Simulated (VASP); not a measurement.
# Li2S (Fm-3m) in VASP: single point with HSE06

Aim: the single point of Li2S with HSE06.

Everything below comes from runs of VASP 6.6.1. Logs are shortened: lines on timing, memory, paths and dates and some standing lists are left out, and cuts for length are marked.

## Step 1: The structure

It takes space group Fm-3m (No. 225, cubic). Conventional cell: a = 5.691 Å, b = 5.691 Å, c = 5.691 Å, α = 90.00°, β = 90.00°, γ = 90.00°. S (site symmetry m-3m) has 8 Li at 2.46 Å as nearest neighbours. Li (site symmetry -43m) has 4 S at 2.46 Å as nearest neighbours.

The cell was built by a generator and needn't be a form met in nature.

## Step 2: Single point, HSE06

POSCAR

```
Li2S
1.0
    0.0000000000      2.8452942165      2.8452942165
    2.8452942165      0.0000000000      2.8452942165
    2.8452942165      2.8452942165      0.0000000000
S Li
1 2
Direct
    0.0000000000      0.0000000000      0.0000000000
    0.2500000000      0.2500000000      0.2500000000
    0.7500000000      0.7500000000      0.7500000000
```

INCAR.step1

```
PREC = Accurate ; ENCUT = 520
EDIFF = 1E-5 ; ISMEAR = 0
SIGMA = 0.01 ; LREAL = F
LASPH = T ; NELM = 100
ALGO = Normal ; ISIF = 2
LWAVE = T ; GGA = PE
NBANDS = 13
```

INCAR.step2

```
PREC = Accurate ; ENCUT = 520
EDIFF = 1E-7 ; ISMEAR = 0
SIGMA = 0.01 ; LREAL = F
LASPH = T ; NELM = 100
ALGO = Normal ; ISIF = 2
LWAVE = F ; LCHARG = T
GGA = PE ; LHFCALC = T
HFSCREEN = 0.2079 ; PRECFOCK = Normal
LELF = T ; LVHAR = T
ISTART = 1 ; NBANDS = 13
```

KPOINTS

```
regular mesh
0
Gamma
  4 4 4
```

Potentials or basis: VASP PAW PBE potentials, release 64 (S, Li_sv).

Command:

```
$ cat potpaw_PBE.64/S/POTCAR potpaw_PBE.64/Li_sv/POTCAR > POTCAR
$ cp INCAR.step1 INCAR
$ mpirun -np 1 vasp_std > vasp.out
$ cp INCAR.step2 INCAR
$ mpirun -np 1 vasp_std > vasp.out
```

OUTCAR:

```text
PREC = Accurate
   ENCUT = 520
   EDIFF = 1E-7
   ISMEAR = 0
   LREAL = F
   LASPH = T
   NELM = 100
   ISIF = 2
   GGA = PE
   LHFCALC = T
   HFSCREEN = 0.2079
   PRECFOCK = Normal
   ISTART = 1

 ion  position               nearest neighbor table
   1  0.000  0.000  0.000-   3 2.46   3 2.46   3 2.46   2 2.46   3 2.46   2 2.46   2 2.46   2 2.46

   2  0.250  0.250  0.250-   1 2.46   1 2.46   1 2.46   1 2.46
   3  0.750  0.750  0.750-   1 2.46   1 2.46   1 2.46   1 2.46

  LATTYP: Found a face centered cubic cell.
 ALAT       =     5.6905884330

  Lattice vectors:

 A1 = (   0.0000000000,   2.8452942165,   2.8452942165)
 A2 = (   2.8452942165,   0.0000000000,   2.8452942165)
 A3 = (   2.8452942165,   2.8452942165,   0.0000000000)

Analysis of symmetry for initial positions (statically):
=====================================================================
 Subroutine PRICEL returns:
 Original cell was already a primitive cell.

 Routine SETGRP: Setting up the symmetry group for a
 face centered cubic supercell.

 Subroutine GETGRP returns: Found 48 space group operations
 (whereof 48 operations were pure point group operations)
 out of a pool of 48 trial point group operations.

The static configuration has the point symmetry O_h .

Analysis of symmetry for dynamics (positions and initial velocities):
=====================================================================
 Subroutine PRICEL returns:
 Original cell was already a primitive cell.

 Routine SETGRP: Setting up the symmetry group for a
 face centered cubic supercell.

 Subroutine GETGRP returns: Found 48 space group operations
 (whereof 48 operations were pure point group operations)
 out of a pool of 48 trial point group operations.

The dynamic configuration has the point symmetry O_h .

 Subroutine INISYM returns: Found 48 space group operations
 (whereof 48 operations are pure point group operations),
 and found     1 'primitive' translations

----------------------------------------------------------------------------------------

                                     Primitive cell

  volume of cell :      46.0693

  direct lattice vectors                    reciprocal lattice vectors
     0.000000000  2.845294217  2.845294217    -0.175728751  0.175728751  0.175728751
     2.845294217  0.000000000  2.845294217     0.175728751 -0.175728751  0.175728751
     2.845294217  2.845294217  0.000000000     0.175728751  0.175728751 -0.175728751

  length of vectors
     4.023853670  4.023853670  4.023853670     0.304371126  0.304371126  0.304371126

  position of ions in fractional coordinates (direct lattice)
     0.000000000  0.000000000  0.000000000
     0.250000000  0.250000000  0.250000000
     0.750000000  0.750000000  0.750000000

  ion indices of the primitive-cell ions
   primitive index   ion index
                 1           1
                 2           2
                 3           3

----------------------------------------------------------------------------------------

 KPOINTS: regular mesh

Automatic generation of k-mesh.
 Grid dimensions read from file:
 generate k-points for:    4    4    4

 Generating k-lattice:

  Cartesian coordinates                     Fractional coordinates (reciprocal lattice)
    -0.043932188  0.043932188  0.043932188     0.250000000  0.000000000  0.000000000
     0.043932188 -0.043932188  0.043932188     0.000000000  0.250000000  0.000000000
     0.043932188  0.043932188 -0.043932188     0.000000000  0.000000000  0.250000000

  Length of vectors
     0.076092781  0.076092781  0.076092781

  Shift w.r.t. Gamma in fractional coordinates (k-lattice)
     0.000000000  0.000000000  0.000000000

 Subroutine IBZKPT returns following result:
 ===========================================

 Found      8 irreducible k-points:

 Following reciprocal coordinates:
            Coordinates               Weight
  0.000000  0.000000  0.000000      1.000000
  0.250000  0.000000  0.000000      8.000000
  0.500000  0.000000  0.000000      4.000000
  0.250000  0.250000  0.000000      6.000000
  0.500000  0.250000  0.000000     24.000000
 -0.250000  0.250000  0.000000     12.000000
  0.500000  0.500000  0.000000      3.000000
 -0.250000  0.500000  0.250000      6.000000
   k-points           NKPTS =      8   k-points in BZ     NKDIM =     64   number of bands    NBANDS=     13
   number of dos      NEDOS =    301   number of ions     NIONS =      3
   total plane-waves  NPLWV =  27000
   dimension x,y,z NGX =    30 NGY =   30 NGZ =   30
   dimension x,y,z NGXF=    60 NGYF=   60 NGZF=   60
   ions per type =               1   2
   NGX,Y,Z   is equivalent  to a cutoff of  12.39, 12.39, 12.39 a.u.
   NGXF,Y,Z  is equivalent  to a cutoff of  24.79, 24.79, 24.79 a.u.
 SYSTEM =  unknown system
   PREC   = accura    normal or accurate (medium, high low for compatibility)
   ISTART =      1    job   : 0-new  1-cont  2-samecut
   ICHARG =      0    charge: 1-file 2-atom 10-const
   ISPIN  =      1    spin polarized calculation?
   LNONCOLLINEAR =      F non collinear calculations
   LSORBIT =      F    spin-orbit coupling
   LASPH  =      T    aspherical Exc in radial PAW
   ENCUT  =  520.0 eV  38.22 Ry    6.18 a.u.   7.48  7.48  7.48*2*pi/ulx,y,z
   NELM   =    100;   NELMIN=  2; NELMDL=  0     # of ELM steps
   EDIFF  = 0.1E-06   stopping-criterion for ELM
   LREAL  =      F    real-space projection
   EDIFFG = 0.1E-05   stopping-criterion for IOM
   NSW    =      0    number of steps for IOM
   IBRION =     -1    ionic relax: 0-MD 1-quasi-New 2-CG
   NFREE  =      0    steps in history (QN), initial steepest desc. (CG)
   ISIF   =      2    stress and relaxation
   ISYM   =      3    0-nonsym 1-usesym 2-fastsym
   POTIM  = 0.5000    time-step for ionic-motion
   TEBEG  =    0.0;   TEEND  =   0.0 temperature during run
   PSTRESS=    0.0 pullay stress
   NELECT =      12.0000    total number of electrons
   NUPDOWN=      -1.0000    fix difference up-down
   EMIN   =  10.00;   EMAX   =-10.00  energy-range for DOS
   EFERMI =   0.00;   METHOD = LEGACY
   ISMEAR =     0;   SIGMA  =   0.01  broadening in eV -4-tet -1-fermi 0-gaus
   EFERMI_NEDOS =   21; number of points for ismear=-14 and -15
   IALGO  =     38    algorithm
   IMIX   =      1    mixing-type and parameters
     AMIX     =   0.40;   BMIX     =  1.00
     AMIX_MAG =   1.60;   BMIX_MAG =  1.00
  volume/ion in A,a.u.               =      15.36       103.63
  Fermi-wavevector in a.u.,A,eV,Ry     =   1.045518  1.975742 14.872628  1.093107
  Thomas-Fermi vector in A             =   2.180317
   LORBIT       =      0    0 simple, 1 ext, 2 COOP (PROOUT), +10 PAW based schemes
   GGA     = PE    functional components
   LHFCALC =     T    Hartree Fock is set to
   PRECFOCK=normal    Normal, Fast or Accurate (Low or Medium for compatibility)
   ENCUT4O =  -1.0   cutoff for four orbital integrals eV
   NKREDX  =     1    reduce k-point grid by
   NKREDY  =     1    reduce k-point grid by
   NKREDZ  =     1    reduce k-point grid by
   AEXX    =    0.2500 exact exchange contribution
   HFSCREEN=    0.2079 screening length (either q_TF or 0.3 A-1)
   HFSCREENC=   0.2079 screening length for correlation (either q_TF or 0.3 A-1)
   ENCUTFOCK=  -1.0 apply spherical cutoff to Coloumb kernel
   IVDW    =     0    specifies the selected vdW correction
   LEPSILON=     F    determine dielectric tensor
   LRPA    =     F    only Hartree local field effects (RPA)
 non-spin polarized calculation
 Gauss-broadening in eV      SIGMA  =   0.01
  energy-cutoff  :      520.00
  volume of cell :       46.07
 maximum number of plane-waves:      1245
 NGX is ok and might be reduce to    30
  NGX = 24; NGY = 24; NGZ = 24

 number of electron      11.9999990 magnetization

 Free energy of the ion-electron system (eV)
  ---------------------------------------------------
  ext. energy  EPLUGINS =         0.00000000
  ---------------------------------------------------
  free energy    TOTEN  =       -13.50893857 eV

  energy without entropy =      -13.50893857  energy(sigma->0) =      -13.50893857

 E-fermi :   0.9416     XC(G=0):  -7.1184

 val. band max:        0.7759838558   @ k =   0.0000   0.0000   0.0000
 cond. band min:       5.1067187460   @ k =   0.5000   0.5000   0.0000
 fundamental gap:      4.3307348902
 Fermi energy:         0.9415586617

 k-point     1 :       0.0000    0.0000    0.0000
  band No.  band energies     occupation
      1     -46.3779      2.00000
      2     -46.3334      2.00000
      3     -11.4095      2.00000
      4       0.7760      2.00000
      5       0.7760      2.00000
      6       0.7760      2.00000
      7       6.1285      0.00000
      8       8.1656      0.00000
      9       8.1656      0.00000
     10       8.1656      0.00000
     11      13.2986      0.00000
     12      13.2986      0.00000
     13      14.5272      0.00000

 k-point     2 :       0.2500    0.0000    0.0000
  band No.  band energies     occupation
      1     -46.3709      2.00000
      2     -46.3393      2.00000
      3     -11.1773      2.00000
      4      -1.0484      2.00000
      5       0.4770      2.00000
      6       0.4770      2.00000
      7       7.2839      0.00000
      8       8.7464      0.00000
      9       8.7464      0.00000
     10       9.4264      0.00000
     11      11.9064      0.00000
     12      11.9064      0.00000
     13      15.1337      0.00000
[... 65 lines left out ...]
 k-point     7 :       0.5000    0.5000    0.0000
  band No.  band energies     occupation
      1     -46.3617      2.00000
      2     -46.3464      2.00000
      3     -10.7643      2.00000
      4      -1.6258      2.00000
      5      -0.7660      2.00000
      6      -0.7660      2.00000
      7       5.1067      0.00000
      8       9.0333      0.00000
      9      13.3330      0.00000
     10      13.3330      0.00000
     11      14.4541      0.00000
     12      14.7839      0.00000
     13      14.7839      0.00000

 k-point     8 :      -0.2500    0.5000    0.2500
  band No.  band energies     occupation
      1     -46.3541      2.00000
      2     -46.3541      2.00000
      3     -10.7517      2.00000
      4      -1.2311      2.00000
      5      -1.2311      2.00000
      6      -1.1009      2.00000
      7       7.2743      0.00000
      8       9.3062      0.00000
      9      10.9681      0.00000
     10      10.9681      0.00000
     11      14.1945      0.00000
     12      14.1945      0.00000
     13      14.9554      0.00000

------------------------ aborting loop because EDIFF is reached ----------------------------------------

  FORCE on cell =-STRESS in cart. coord.  units (eV):
  Direction    XX          YY          ZZ          XY          YZ          ZX
  --------------------------------------------------------------------------------------
  -------------------------------------------------------------------------------------
  Total       -0.1190359     -0.1190359     -0.1190359      0.0000000     -0.0000000      0.0000000
  in kB       -4.1397768     -4.1397768     -4.1397768      0.0000000     -0.0000000      0.0000000
  external PRESSURE =      -4.1397768 kB  Pullay stress =       0.0000000 kB

 VOLUME and BASIS-vectors are now :
 -----------------------------------------------------------------------------
  energy-cutoff  :      520.00
  volume of cell :       46.07
      direct lattice vectors                 reciprocal lattice vectors
     0.000000000  2.845294217  2.845294217    -0.175728751  0.175728751  0.175728751
     2.845294217  0.000000000  2.845294217     0.175728751 -0.175728751  0.175728751
     2.845294217  2.845294217  0.000000000     0.175728751  0.175728751 -0.175728751

 POSITION                                       TOTAL-FORCE (eV/Angst)
 -----------------------------------------------------------------------------------
      0.00000      0.00000      0.00000        -0.000000     -0.000000      0.000000
      1.42265      1.42265      1.42265        -0.000000     -0.000000      0.000000
      4.26794      4.26794      4.26794         0.000000      0.000000     -0.000000
 -----------------------------------------------------------------------------------
    total drift:                                0.000001      0.000000      0.000001

  FREE ENERGIE OF THE ION-ELECTRON SYSTEM (eV)
  ---------------------------------------------------
  free  energy   TOTEN  =       -13.5089385676 eV

  energy  without entropy=      -13.5089385676  energy(sigma->0) =      -13.50893857
```

Wall time 2 min (1 thread of AMD EPYC 9R45 (Zen 5), shared host); peak memory 0.23 GiB.

What came out:

```yaml
Free_energy: -13.5089 eV
Band_gap_on_the_k_mesh: 4.33 eV, indirect (least direct gap 5.35 eV)
```

Caveat: the k mesh is coarse (spacing up to 0.48 Å⁻¹), so the values aren't converged, least of all with exact exchange; the cutoff is under 1.25 times the usual one of these potentials, so pressure, stress and relaxed cells hold a basis-set (Pulay) error; the PAW data sets were made with another functional, which shifts forces and pressure a little. A k mesh can miss the band edges.
